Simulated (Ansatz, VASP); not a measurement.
## ZnSe in VASP and in Ansatz

```xyz
2
Lattice="0.0000 2.8338 2.8338 2.8338 0.0000 2.8338 2.8338 2.8338 0.0000" Properties=species:S:1:pos:R:3 pbc="T T T"
Zn    0.0000    0.0000    0.0000
Se    4.2507    4.2507    4.2507
```

Alike in both runs: task electric field gradients; functional PBE; k mesh 8 × 8 × 8; occupations fermi-dirac, width 0.03 eV; no spin polarisation.

```csv
,VASP,Ansatz
version,VASP 6.6.1,Ansatz 0.2.0
potentials or method,"VASP PAW PBE potentials, release 64 (Zn, Se), cutoff 520 eV","all-electron PAW with datasets made for the crystal, scalar-relativistic"
```

|  | VASP | Ansatz | Ansatz less VASP |
| --- | --- | --- | --- |
| gap on the k mesh at the Fermi level (eV) | 1.29 | 1.29 | 0.000 |
| pressure (GPa) | 2.3 | 2.1 | -0.23 |
| Vzz of the field gradient on the site that differs most (V/Å²) | 0.0 | 0.0 | 0.00 |

Ansatz ran all-electron here, so the differences hold the error of VASP's frozen core and of both bases.

A hybrid or GW would open this gap; PBE tends to underestimate it.
